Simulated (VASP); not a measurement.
# Zn (Fm-3m) in VASP: a series of runs

One crystal, Zn, is run at these levels: r2SCAN, PBE; tasks: single point.

All numbers are computed with VASP 6.6.1; they aren't measurements. Logs are shortened: lines on timing, memory, paths and dates and some standing lists are left out, and cuts for length are marked.

## 1. The crystal as given

Symmetry: Fm-3m, No. 225, cubic system. Conventional cell: a = 3.930 Å, b = 3.930 Å, c = 3.930 Å, α = 90.00°, β = 90.00°, γ = 90.00°. Zn (site symmetry m-3m) is surrounded by 12 Zn at 2.78 Å.

This isn't the form of Zn at room conditions, which is hcp.

## 2. Single point, r2SCAN

Contents of POSCAR:

```
Zn
1.0
    0.0000000000      1.9647760000      1.9647760000
    1.9647760000      0.0000000000      1.9647760000
    1.9647760000      1.9647760000      0.0000000000
Zn
1
Direct
    0.0000000000      0.0000000000      0.0000000000
```

Contents of INCAR.step1:

```
PREC = Accurate ; ENCUT = 520
ISMEAR = 0 ; SIGMA = 0.1
LREAL = F ; LASPH = T
NELM = 100 ; NBANDS = 12
GGA = PE ; ALGO = Normal
EDIFF = 1E-4 ; LWAVE = T
LCHARG = F
```

Contents of INCAR.step2:

```
PREC = Accurate ; ENCUT = 520
EDIFF = 1E-6 ; ISMEAR = 0
SIGMA = 0.1 ; LREAL = F
LASPH = T ; NELM = 100
ALGO = Normal ; ISIF = 2
LWAVE = F ; LCHARG = F
METAGGA = R2SCAN ; LMIXTAU = T
NBANDS = 12 ; ISTART = 1
```

Contents of KPOINTS:

```
Automatic mesh
0
Gamma
  16 16 16
```

Potentials or basis: VASP PAW PBE potentials, release 64 (Zn).

Started as:

```bash
$ cat potpaw_PBE.64/Zn/POTCAR > POTCAR
$ cp INCAR.step1 INCAR
$ mpirun -np 1 vasp_std > vasp.out
$ cp INCAR.step2 INCAR
$ mpirun -np 1 vasp_std > vasp.out
```

OUTCAR:

```text
PREC = Accurate
   ENCUT = 520
   EDIFF = 1E-6
   ISMEAR = 0
   LREAL = F
   LASPH = T
   NELM = 100
   ISIF = 2
   METAGGA = R2SCAN
   ISTART = 1

 ion  position               nearest neighbor table
   1  0.000  0.000  0.000-

  LATTYP: Found a face centered cubic cell.
 ALAT       =     3.9295520000

  Lattice vectors:

 A1 = (   0.0000000000,   1.9647760000,   1.9647760000)
 A2 = (   1.9647760000,   0.0000000000,   1.9647760000)
 A3 = (   1.9647760000,   1.9647760000,   0.0000000000)

Analysis of symmetry for initial positions (statically):
=====================================================================
 Subroutine PRICEL returns:
 Original cell was already a primitive cell.

 Routine SETGRP: Setting up the symmetry group for a
 face centered cubic supercell.

 Subroutine GETGRP returns: Found 48 space group operations
 (whereof 48 operations were pure point group operations)
 out of a pool of 48 trial point group operations.

The static configuration has the point symmetry O_h .

Analysis of symmetry for dynamics (positions and initial velocities):
=====================================================================
 Subroutine PRICEL returns:
 Original cell was already a primitive cell.

 Routine SETGRP: Setting up the symmetry group for a
 face centered cubic supercell.

 Subroutine GETGRP returns: Found 48 space group operations
 (whereof 48 operations were pure point group operations)
 out of a pool of 48 trial point group operations.

The dynamic configuration has the point symmetry O_h .

 Subroutine INISYM returns: Found 48 space group operations
 (whereof 48 operations are pure point group operations),
 and found     1 'primitive' translations

----------------------------------------------------------------------------------------

                                     Primitive cell

  volume of cell :      15.1694

  direct lattice vectors                    reciprocal lattice vectors
     0.000000000  1.964776000  1.964776000    -0.254481936  0.254481936  0.254481936
     1.964776000  0.000000000  1.964776000     0.254481936 -0.254481936  0.254481936
     1.964776000  1.964776000  0.000000000     0.254481936  0.254481936 -0.254481936

  length of vectors
     2.778612866  2.778612866  2.778612866     0.440775643  0.440775643  0.440775643

  position of ions in fractional coordinates (direct lattice)
     0.000000000  0.000000000  0.000000000

  ion indices of the primitive-cell ions
   primitive index   ion index
                 1           1

----------------------------------------------------------------------------------------

 KPOINTS: Automatic mesh

Automatic generation of k-mesh.
 Grid dimensions read from file:
 generate k-points for:   16   16   16

 Generating k-lattice:

  Cartesian coordinates                     Fractional coordinates (reciprocal lattice)
    -0.015905121  0.015905121  0.015905121     0.062500000  0.000000000  0.000000000
     0.015905121 -0.015905121  0.015905121     0.000000000  0.062500000  0.000000000
     0.015905121  0.015905121 -0.015905121     0.000000000  0.000000000  0.062500000

  Length of vectors
     0.027548478  0.027548478  0.027548478

  Shift w.r.t. Gamma in fractional coordinates (k-lattice)
     0.000000000  0.000000000  0.000000000

 Subroutine IBZKPT returns following result:
 ===========================================

 Found    145 irreducible k-points:

 Following reciprocal coordinates:
            Coordinates               Weight
  0.000000  0.000000  0.000000      1.000000
  0.062500  0.000000  0.000000      8.000000
  0.125000  0.000000  0.000000      8.000000
  0.187500  0.000000  0.000000      8.000000
  0.250000  0.000000  0.000000      8.000000
  0.312500  0.000000  0.000000      8.000000
[... 16 lines left out ...]
 -0.125000  0.062500  0.000000     24.000000
 -0.062500  0.062500  0.000000     12.000000
 [... further k-points ...]
   k-points           NKPTS =    145   k-points in BZ     NKDIM =    145   number of bands    NBANDS=     12
   number of dos      NEDOS =    301   number of ions     NIONS =      1
   total plane-waves  NPLWV =  13824
   dimension x,y,z NGX =    24 NGY =   24 NGZ =   24
   dimension x,y,z NGXF=    48 NGYF=   48 NGZF=   48
   ions per type =               1
   NGX,Y,Z   is equivalent  to a cutoff of  14.36, 14.36, 14.36 a.u.
   NGXF,Y,Z  is equivalent  to a cutoff of  28.72, 28.72, 28.72 a.u.
 SYSTEM =  unknown system
   PREC   = accura    normal or accurate (medium, high low for compatibility)
   ISTART =      1    job   : 0-new  1-cont  2-samecut
   ICHARG =      0    charge: 1-file 2-atom 10-const
   ISPIN  =      1    spin polarized calculation?
   LNONCOLLINEAR =      F non collinear calculations
   LSORBIT =      F    spin-orbit coupling
   LASPH  =      T    aspherical Exc in radial PAW
   ENCUT  =  520.0 eV  38.22 Ry    6.18 a.u.   5.17  5.17  5.17*2*pi/ulx,y,z
   NELM   =    100;   NELMIN=  2; NELMDL=  0     # of ELM steps
   EDIFF  = 0.1E-05   stopping-criterion for ELM
   LREAL  =      F    real-space projection
   EDIFFG = 0.1E-04   stopping-criterion for IOM
   NSW    =      0    number of steps for IOM
   IBRION =     -1    ionic relax: 0-MD 1-quasi-New 2-CG
   NFREE  =      0    steps in history (QN), initial steepest desc. (CG)
   ISIF   =      2    stress and relaxation
   ISYM   =      2    0-nonsym 1-usesym 2-fastsym
   POTIM  = 0.5000    time-step for ionic-motion
   TEBEG  =    0.0;   TEEND  =   0.0 temperature during run
   PSTRESS=    0.0 pullay stress
   NELECT =      12.0000    total number of electrons
   NUPDOWN=      -1.0000    fix difference up-down
   EMIN   =  10.00;   EMAX   =-10.00  energy-range for DOS
   EFERMI =   0.00;   METHOD = LEGACY
   ISMEAR =     0;   SIGMA  =   0.10  broadening in eV -4-tet -1-fermi 0-gaus
   EFERMI_NEDOS =   21; number of points for ismear=-14 and -15
   IALGO  =     38    algorithm
   IMIX   =      4    mixing-type and parameters
     AMIX     =   0.40;   BMIX     =  1.00
     AMIX_MAG =   1.60;   BMIX_MAG =  1.00
  volume/ion in A,a.u.               =      15.17       102.37
  Fermi-wavevector in a.u.,A,eV,Ry     =   1.514069  2.861175 31.190044  2.292404
  Thomas-Fermi vector in A             =   2.623775
   LORBIT       =      0    0 simple, 1 ext, 2 COOP (PROOUT), +10 PAW based schemes
   METAGGA = R2SCAN    functional components
   LHFCALC =     F    Hartree Fock is set to
   AEXX    =    0.0000 exact exchange contribution
   IVDW    =     0    specifies the selected vdW correction
   LEPSILON=     F    determine dielectric tensor
   LRPA    =     F    only Hartree local field effects (RPA)
 non-spin polarized calculation
 Gauss-broadening in eV      SIGMA  =   0.10
  energy-cutoff  :      520.00
  volume of cell :       15.17
 maximum number of plane-waves:       419
 NGX is ok and might be reduce to    24
   NGX = 11   NGY = 11   NGZ = 11

 number of electron      12.0000008 magnetization

 Free energy of the ion-electron system (eV)
  ---------------------------------------------------
  ext. energy  EPLUGINS =         0.00000000
  ---------------------------------------------------
  free energy    TOTEN  =        -8.85284643 eV

  energy without entropy =       -8.85105551  energy(sigma->0) =       -8.85195097

 E-fermi :   2.9786     XC(G=0): -12.6778

 val. band max:        2.9395976121   @ k =  -0.3750   0.2500   0.0625
 cond. band min:       3.0222273559   @ k =  -0.3750   0.1875   0.0625
 fundamental gap:      0.0826297439
 Fermi energy:         2.9786027466

 k-point     1 :       0.0000    0.0000    0.0000
  band No.  band energies     occupation
      1      -7.8795      2.00000
      2      -4.9864      2.00000
      3      -4.9863      2.00000
      4      -4.9863      2.00000
      5      -4.6005      2.00000
      6      -4.6005      2.00000
      7      22.3111      0.00000
      8      22.3112      0.00000
      9      22.3112      0.00000
     10      22.6610      0.00000
     11      24.7931      0.00000
     12      24.7932      0.00000

 k-point     2 :       0.0625    0.0000    0.0000
  band No.  band energies     occupation
      1      -7.7558      2.00000
      2      -4.9967      2.00000
      3      -4.9726      2.00000
      4      -4.9726      2.00000
      5      -4.6046      2.00000
      6      -4.6045      2.00000
      7      19.9854      0.00000
      8      21.8557      0.00000
      9      21.8557      0.00000
     10      22.5141      0.00000
     11      25.4604      0.00000
     12      25.4605      0.00000

 k-point     3 :       0.1250    0.0000    0.0000
  band No.  band energies     occupation
      1      -7.3917      2.00000
      2      -5.0184      2.00000
      3      -4.9388      2.00000
      4      -4.9387      2.00000
      5      -4.6103      2.00000
      6      -4.6102      2.00000
      7      16.7548      0.00000
      8      21.0807      0.00000
      9      21.0808      0.00000
     10      22.3803      0.00000
     11      26.8591      0.00000
     12      26.8591      0.00000

 k-point     4 :       0.1875    0.0000    0.0000
  band No.  band energies     occupation
      1      -6.8209      2.00000
      2      -5.0113      2.00000
      3      -4.9079      2.00000
      4      -4.9078      2.00000
      5      -4.5979      2.00000
      6      -4.5978      2.00000
      7      13.6135      0.00000
      8      20.3840      0.00000
      9      20.3840      0.00000
     10      22.1864      0.00000
     11      27.3369      0.00000
     12      27.3371      0.00000

 k-point     5 :       0.2500    0.0000    0.0000
  band No.  band energies     occupation
      1      -6.1819      2.00000
      2      -4.9058      2.00000
      3      -4.9057      2.00000
      4      -4.8285      2.00000
      5      -4.5471      2.00000
      6      -4.5470      2.00000
      7      10.6420      0.00000
      8      19.8439      0.00000
      9      19.8441      0.00000
     10      21.9536      0.00000
     11      25.7949      0.00000
     12      25.7950      0.00000
[... 228 lines left out ...]
      1      -5.9373      2.00000
      2      -4.9359      2.00000
      3      -4.8921      2.00000
      4      -4.7766      2.00000
      5      -4.5797      2.00000
      6      -4.3100      2.00000
      7       9.7941      0.00000
      8      17.1879      0.00000
      9      21.1256      0.00000
     10      22.4852      0.00000
     11      24.1616      0.00000
     12      25.1524      0.00000

 k-point    22 :      -0.1875    0.0625    0.0000
  band No.  band energies     occupation
      1      -6.5038      2.00000
      2      -5.0353      2.00000
      3      -4.8840      2.00000
      4      -4.8796      2.00000
      5      -4.6408      2.00000
      6      -4.5017      2.00000
      7      12.6983      0.00000
      8      17.5899      0.00000
      9      21.8234      0.00000
     10      22.9610      0.00000
     11      25.3868      0.00000
     12      25.8452      0.00000

 k-point    23 :      -0.1250    0.0625    0.0000
  band No.  band energies     occupation
      1      -7.1159      2.00000
      2      -5.0477      2.00000
      3      -4.9143      2.00000
      4      -4.9035      2.00000
      5      -4.6485      2.00000
      6      -4.5680      2.00000
      7      15.7780      0.00000
      8      18.2087      0.00000
      9      22.4447      0.00000
     10      23.1038      0.00000
     11      25.9228      0.00000
     12      26.6160      0.00000

 k-point    24 :      -0.0625    0.0625    0.0000
  band No.  band energies     occupation
      1      -7.5518      2.00000
      2      -5.0187      2.00000
      3      -4.9537      2.00000
      4      -4.9425      2.00000
      5      -4.6271      2.00000
      6      -4.5915      2.00000
      7      18.8348      0.00000
      8      19.1705      0.00000
      9      22.6453      0.00000
     10      22.8922      0.00000
     11      25.0365      0.00000
     12      26.6460      0.00000

 [... further k-points ...]

------------------------ aborting loop because EDIFF is reached ----------------------------------------

  FORCE on cell =-STRESS in cart. coord.  units (eV):
  Direction    XX          YY          ZZ          XY          YZ          ZX
  --------------------------------------------------------------------------------------
  -------------------------------------------------------------------------------------
  Total       -0.4061890     -0.4061890     -0.4061890      0.0000000      0.0000000      0.0000000
  in kB      -42.9012120    -42.9012120    -42.9012120      0.0000000      0.0000000      0.0000000
  external PRESSURE =     -42.9012120 kB  Pullay stress =       0.0000000 kB

 VOLUME and BASIS-vectors are now :
 -----------------------------------------------------------------------------
  energy-cutoff  :      520.00
  volume of cell :       15.17
      direct lattice vectors                 reciprocal lattice vectors
     0.000000000  1.964776000  1.964776000    -0.254481936  0.254481936  0.254481936
     1.964776000  0.000000000  1.964776000     0.254481936 -0.254481936  0.254481936
     1.964776000  1.964776000  0.000000000     0.254481936  0.254481936 -0.254481936

 POSITION                                       TOTAL-FORCE (eV/Angst)
 -----------------------------------------------------------------------------------
      0.00000      0.00000      0.00000         0.000000      0.000000      0.000000
 -----------------------------------------------------------------------------------
    total drift:                               -0.000000      0.000000     -0.000000

  FREE ENERGIE OF THE ION-ELECTRON SYSTEM (eV)
  ---------------------------------------------------
  free  energy   TOTEN  =        -8.8528464299 eV

  energy  without entropy=       -8.8510555149  energy(sigma->0) =       -8.85195097
```

It took 54 s on 1 thread of Intel Xeon Platinum 8488C (Sapphire Rapids), shared host; peak memory 0.16 GiB.

What came out:

```yaml
Free_energy: -8.8528 eV
Pressure: -4.3 GPa
Band_gap_on_the_k_mesh: none (metal or under the smearing width)
```

Caveat: the PAW data sets were made with another functional, which shifts forces and pressure a little.

## 3. Single point, PBE

Contents of INCAR:

```
  PREC = Accurate
  ENCUT = 520
  EDIFF = 1E-7
  ISMEAR = 0
  SIGMA = 0.1
  LREAL = F
  LASPH = T
  NELM = 100
  ALGO = Normal
  ISIF = 2
  LWAVE = F
  LCHARG = F
  GGA = PE
  NBANDS = 12
```

Contents of KPOINTS:

```
regular mesh
0
Gamma
  10 10 10
```

POSCAR is that of step 2.

Potentials or basis: VASP PAW PBE potentials, release 64 (Zn).

Started as:

```bash
$ cat potpaw_PBE.64/Zn/POTCAR > POTCAR
$ mpirun -np 1 vasp_std > vasp.out
```

Wall time 6.2 s (1 thread of Intel Xeon Platinum 8488C (Sapphire Rapids), shared host); peak memory 0.13 GiB.

Results (log left out):

```
Free energy            : -1.0854 eV
Pressure               : -0.1 GPa
Band gap on the k mesh : none (metal or under the smearing width)
```

Levels at points of the mesh, in eV from the Fermi level:
```csv
k point,band 3,band 4,band 5,band 6,band 7,band 8,band 9,band 10
"(0.00, 0.00, 0.00)",-7.79,-7.79,-7.41,-7.41,18.10,18.10,18.10,18.72
"(0.50, 0.00, 0.00)",-7.80,-7.13,-7.13,-3.07,-1.55,15.08,15.08,17.26
"(0.50, 0.50, 0.00)",-7.15,-7.06,-7.06,-1.17,1.56,8.26,8.26,11.91
```
